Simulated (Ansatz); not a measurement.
## MnS: input and output of an SCF run

We look at MnS: an experimental structure (space group P6_3mc), with 4 atoms per cell. Sizeable forces remain on the atoms, so the positions aren't those of the computed minimum. Source: COD entry 9008871; it may be a high-temperature, high-pressure or metastable form.

Computed with DFT, PBE, PAW, plane waves, scalar-relativistic in Ansatz.

The input:

```yaml
crystal:
  lattice:
    - [3.9760013, 0.0, 0.0]
    - [-1.98800065, 3.44331813, 0.0]
    - [0.0, 0.0, 6.432]
  atoms:
    - { symbol: Mn, position: [0.33333333, 0.66666667, 0.0], spin: 4.5 }
    - { symbol: Mn, position: [0.66666667, 0.33333333, 0.5], spin: -4.5 }
    - { symbol: S, position: [0.33333333, 0.66666667, 0.385] }
    - { symbol: S, position: [0.66666667, 0.33333333, 0.885] }
magnetization:
  spin_polarized: true
hamiltonian:
  xc: pbe
  pseudopotentials: { kind: paw }
basis:
  ecutwfc: 420
kpoints:
  mp_grid: { grid: [6, 6, 3] }
scf:
  occupations: { method: fermi_dirac, width: 0.03 }
  lower_state_search: "off"
output:
  forces: true
  stress: true
```

What the program printed (shortened):

```
Pseudopotentials: kind: paw
Pseudopotential: Mn, paw, valence charge 15, recommended cutoff 420 eV (normal), Mn.paw.azcp
Pseudopotential: S, paw, valence charge 6, recommended cutoff 420 eV (normal), S.paw.azcp
Functional definition: PBE
Crystal: 4 atoms, lattice volume = 88.058 Å³
Basis set: ecut = 420 eV, 1761 PW (Γ), exchange–correlation on 54×54×90 points (8 copies of the dense FFT grid, shifted against one another)
Bands: 31, of which v1, the nominal top of the filled ones, is band 21 counted from 1 (20 counted from 0)
Symmetry: 6 space group operations
Space group: P3m1 (ITA 156), of the structure as read, at distance tolerance 4.4e-5 Å
Magnetic group: BNS 186.206 (UNI 1436), of the structure as read, at distance tolerance 4.4e-5 Å
k-points: 17 of 108 (time reversal used)
Non-local potential: Mn, projectors of the file, l = 0: 3, l = 1: 2, l = 2: 3, l = 3: 1
Non-local potential: S, projectors of the file, l = 0: 2, l = 1: 2, l = 2: 2
Initial density: superposition of atomic densities (chi_scale 0.1, normalization cell, long waves kept (reshape's long-wave potential 0.00 eV rms))
Starting moments: Σ|m| = 9 μB on 2 of 4 sites
Starting magnetic order: altermagnet, g-wave, bulk spin-momentum locking; spin-degenerate planes through Γ normal to [0 0 1], [1 -1 0], [1 2 0], [2 1 0] of the run's lattice
Initial wavefunctions: pseudopotential atomic-orbital guess
Functional: x = pbe(κ = 0.804, μ = 0.2195149727645171), c = pbe(β = 0.06672455060314922)
SCF iter   1: F=—  HF=-9606.166917 eV  |F-HF|=—  |Δ(HF+E_count)|=         —  Δρ=6.21e-2 (↑6.21e-2 ↓6.21e-2)  dr2=1.34e1  dr2_m=1.17e-1  M=-0.000 μB ∫|m|=8.244 μB  β_m=0.30  ethr=3.10e-3  ⟨swp⟩=5.0  Hψ=4149  notcnv=0
preconditioner: auto → Kerker (q_TF=auto, 2.412 Å⁻¹)  [metal: Δε(μ)=0.018 eV  Ē_g=8.092 eV  σ=0.030 eV  W_gap=0.15  n_scr=22 (ndim 8)  ℏωp=20.2 eV  f_vac=0.005  D(μ)=1.60/eV (n_scr^D=2)]
spin=Collinear: Kerker preconditioning applied to the charge; magnetization (m = ρ↑ − ρ↓) channel mixes plain (no charge-response kernel on spin).
SCF iter   2: F=—  HF=-9604.217593 eV  |F-HF|=—  |Δ(HF+E_count)|=    1.95e0  Δρ=1.48e-2 (↑1.48e-2 ↓1.48e-2)  dr2=8.37e-1  dr2_m=3.80e-2  M=-0.000 μB ∫|m|=9.137 μB  β_m=0.30  ethr=3.10e-3  ⟨swp⟩=3.0  Hψ=2413  notcnv=0  defer=98
Mixer restart at iter 2: flushing history
preconditioner: auto → Resta (q_TF=auto, 2.412 Å⁻¹)  ε∞=7.0  [insulator: Δε(μ)=0.491 eV  Ē_g=8.213 eV  σ=0.030 eV  W_gap=1.00  n_scr=22 (ndim 8)  ℏωp=20.2 eV  f_vac=0.004  D(μ)=0.00/eV (n_scr^D=0)  ε∞_Penn≈7.0]
spin=Collinear: Resta preconditioning applied to the charge; magnetization (m = ρ↑ − ρ↓) channel mixes plain (no charge-response kernel on spin).
spin-set hold released at iteration 2 (the charge has settled, or the pull on large starting moments outlasts its swing): the magnetisation degrees of freedom join the quasi-Newton model from the next iteration; the mixer history was flushed
SCF iter   3: F=—  HF=-9604.112966 eV  |F-HF|=—  |Δ(HF+E_count)|=   1.05e-1  Δρ=1.06e-2 (↑1.06e-2 ↓1.06e-2)  dr2=4.26e-1  dr2_m=1.96e-2  M=-0.000 μB ∫|m|=9.181 μB  β_m=0.65  ethr=1.99e-3  ⟨swp⟩=2.0  Hψ=1184  notcnv=0  defer=100
SCF iter   4: F=—  HF=-9604.063161 eV  |F-HF|=—  |Δ(HF+E_count)|=   4.98e-2  Δρ=4.06e-3 (↑4.06e-3 ↓4.06e-3)  dr2=6.93e-2  dr2_m=1.18e-3  M=-0.000 μB ∫|m|=9.226 μB  β_m=0.60  ethr=1.01e-3  ⟨swp⟩=2.3  Hψ=1599  notcnv=0  defer=102
SCF iter   5: F=—  HF=-9604.057117 eV  |F-HF|=—  |Δ(HF+E_count)|=   6.04e-3  Δρ=2.19e-3 (↑2.19e-3 ↓2.19e-3)  dr2=1.35e-2  dr2_m=4.32e-4  M=0.000 μB ∫|m|=9.261 μB  β_m=0.76  ethr=1.65e-4  ⟨swp⟩=3.3  Hψ=1889  notcnv=0  defer=106
SCF iter   6: F=—  HF=-9604.061780 eV  |F-HF|=—  |Δ(HF+E_count)|=   4.66e-3  Δρ=4.40e-4 (↑4.40e-4 ↓4.37e-4)  dr2=1.25e-3  dr2_m=8.51e-6  M=-0.000 μB ∫|m|=9.256 μB  β_m=0.87  ethr=3.21e-5  ⟨swp⟩=2.2  Hψ=1832  notcnv=0  defer=150
SCF iter   7: F=—  HF=-9604.063266 eV  |F-HF|=—  |Δ(HF+E_count)|=   1.49e-3  Δρ=1.84e-4 (↑1.83e-4 ↓1.84e-4)  dr2=1.61e-4  dr2_m=8.30e-7  M=0.000 μB ∫|m|=9.257 μB  β_m=0.94  ethr=2.97e-6  ⟨swp⟩=2.0  Hψ=1444  notcnv=0  defer=150
SCF iter   8: F=—  HF=-9604.063520 eV  |F-HF|=—  |Δ(HF+E_count)|=   2.54e-4  Δρ=1.05e-4 (↑6.26e-5 ↓1.05e-4)  dr2=2.48e-5  dr2_m=6.30e-7  M=-0.000 μB ∫|m|=9.257 μB  β_m=0.89  ethr=3.83e-7  ⟨swp⟩=2.0  Hψ=1324  notcnv=0  defer=150
SCF iter   9: F=—  HF=-9604.063535 eV  |F-HF|=—  |Δ(HF+E_count)|=   1.45e-5  Δρ=1.04e-4 (↑1.04e-4 ↓8.04e-5)  dr2=2.94e-5  dr2_m=4.30e-7  M=0.000 μB ∫|m|=9.257 μB  β_m=0.89  ethr=5.92e-8  ⟨swp⟩=2.0  Hψ=1524  notcnv=0  defer=150
SCF iter  10: F=—  HF=-9604.063533 eV  |F-HF|=—  |Δ(HF+E_count)|=   1.87e-6  Δρ=1.26e-5 (↑1.26e-5 ↓1.26e-5)  dr2=5.49e-7  dr2_m=1.10e-8  M=-0.000 μB ∫|m|=9.257 μB  β_m=0.94  ethr=5.92e-8  ⟨swp⟩=2.5  Hψ=1355  notcnv=0  defer=150
SCF iter  11: F=-9604.063533 eV  HF=-9604.063533 eV  |F-HF|=2.69e-8  |Δ(HF+E_count)|=   7.54e-7  Δρ=3.83e-6 (↑3.22e-6 ↓3.83e-6)  dr2=2.89e-8  dr2_m=3.53e-9  M=-0.000 μB ∫|m|=9.257 μB  ethr=2.38e-10  ⟨swp⟩=4.0  Hψ=3278  notcnv=0
SCF 1 converged in 11 iterations: F = -9604.063533 eV  dr2 = 2.89e-8
  greatest PAW one-centre occupation: 1.003 electrons in one spin orbital (limit 2), on the Mn atom at site 0 (counted from 0), in its partial waves of l = 1
SCF converged after 11 iterations
Magnetization: -0.0000 μB (21.0000 up, 21.0000 down)
Absolute magnetization: 9.2575 μB (∫|ρ↑−ρ↓|, with the PAW one-centre terms)
Spin contamination: 4.7484 ħ² per cell (⟨S²⟩ above its minimum at these occupations)
Per-site moments (μB) at R_I (Å): [(4.0452, 0.9948), (-4.0452, 0.9948), (-0.0552, 0.9948), (0.0552, 0.9948)]
Free energy (F): -9604.063533 eV
Harris-Foulkes:  -9604.063533 eV  (|F-HF|=2.69e-8)
Internal energy: -9604.063532 eV  (E = F + TS)
E sigma→0 (E₀):  -9604.063533 eV
Entropy (-TS):   -0.000001 eV (-0.000 meV/atom)
Fermi energy:    7.429965 eV
--- Per-component energies (eV) ---
  E_band       = -713.039833
  E_kinetic    = 811.360958
  E_local      = -5610.343787  (includes V_loc(G=0)·N_el)
  E_nonlocal   = 559.113189
  E_hartree    = 2305.006113
  E_xc         = -415.790212
  E_vxc        = -457.973698  (∫ρ·V_xc dr)
  E_paw        = -3812.882334  (= ΣΔE_a)
  E_vpaw       = -625.202096  (= ΣTr[D̂ρ^β])
  E_aug_tail   = -0.000016  (compensation charges beyond the density's cutoff)
  E_ewald      = -3440.527442
  E_smearing   = -0.000001  (= −TS)
  E_closure    = 0.000000  (closes the sum)
  Σ components = -9604.063533   (vs F -9604.063533, Δ=0.00e0)
--- Forces (eV/Å), atoms counted from 1 ---
  atom   1  Mn     0.00000000    -0.00000000     0.53511013
  atom   2  Mn     0.00000000     0.00000000     0.53509702
  atom   3  S     -0.00000000    -0.00000000    -0.53515908
  atom   4  S     -0.00000000     0.00000000    -0.53515153
  max |Σ_I F_I| component: 1.03e-4 eV/Å
--- Stress (GPa, compression-positive) ---
        0.302036       0.000000      -0.000000
        0.000000       0.302036       0.000000
       -0.000000      -0.000000      -4.767759
  P = ⅓ Tr σ = -1.3879 GPa (-13.879 kbar)
```

Among 11 converged runs of this cell from various starts and settings, this end is the lowest found.

The log names the space group P3m1, not the crystal's P6_3mc, as the starting moments make like atoms unequal.

Gaps of semilocal functionals run low against measured ones.

The run took 2.5 s on 2 threads of x86-64 server CPU, with other jobs on the host, peak memory 0.43 GiB.
